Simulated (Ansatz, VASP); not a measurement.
## One calculation of ZnH, two programs

File INCAR:

```
SYSTEM = ZnH
PREC = Accurate
ENCUT = 520
EDIFF = 1E-6
ISMEAR = 0
SIGMA = 0.1
LREAL = .FALSE.
LASPH = .TRUE.
NELM = 60
ALGO = Normal
ISIF = 2
LWAVE = .FALSE.
LCHARG = .TRUE.
GGA = PE
LELF = .TRUE.
LVHAR = .TRUE.
NBANDS = 28
```

Contents of KPOINTS:

```
Automatic mesh
0
G
  6 6 4
  0 0 0
```

The input POSCAR:

```
ZnH
1.0
    3.2200897800      0.0000000000      0.0000000000
    0.0000000000      3.2200897800      0.0000000000
    0.0000000000      0.0000000000      6.8689605700
Zn H
3 3
Direct
    0.5000000000      0.5000000000      0.5000000000
    0.5000000000      0.5000000000      0.7362364000
    0.5000000000      0.5000000000      0.2637636000
    0.0000000000      0.0000000000      0.8232676000
    0.0000000000      0.0000000000      0.1767324000
    0.0000000000      0.0000000000      0.0000000000
```

Input for Ansatz:

```yaml
crystal:
  lattice:
    - [3.22008978, 0.0, 0.0]
    - [0.0, 3.22008978, 0.0]
    - [0.0, 0.0, 6.86896057]
  atoms:
    - { symbol: Zn, position: [0.5, 0.5, 0.5] }
    - { symbol: Zn, position: [0.5, 0.5, 0.7362364] }
    - { symbol: Zn, position: [0.5, 0.5, 0.2637636] }
    - { symbol: H, position: [0.0, 0.0, 0.8232676] }
    - { symbol: H, position: [0.0, 0.0, 0.1767324] }
    - { symbol: H, position: [0.0, 0.0, 0.0] }
basis:
  ecutwfc: 420
kpoints:
  mp_grid: { grid: [6, 6, 4] }
hamiltonian:
  xc: pbe
scf:
  occupations: { method: gaussian, width: 0.1 }
  lower_state_search: "off"
output:
  forces: true
  stress: true
  eigenvalues: true
```

Alike in both runs: task single point; functional PBE; k mesh 6 × 6 × 4; occupations gaussian, width 0.1 eV; no spin polarisation.

```csv
,VASP,Ansatz
version,VASP 6.6.1,Ansatz 0.2.0
potentials or method,"VASP PAW PBE potentials, release 64 (Zn, H)","scalar-relativistic, plane waves, PAW"
plane-wave cutoff (eV),520,420
valence electrons in the cell,39,39
```

```csv
,VASP,Ansatz,Ansatz less VASP
gap on the k mesh at the Fermi level (eV),none,none,-
rms of the force components (eV/Å),8.940,8.789,-0.1510
```

Atom by atom the forces differ by 0.151 eV/Å (rms over components). A gap of «none» marks a metal or a gap that the smearing closes.

Caveats: forces of over 1 eV/Å show positions far from the minimum, so gaps and moduli don't describe the material at rest.
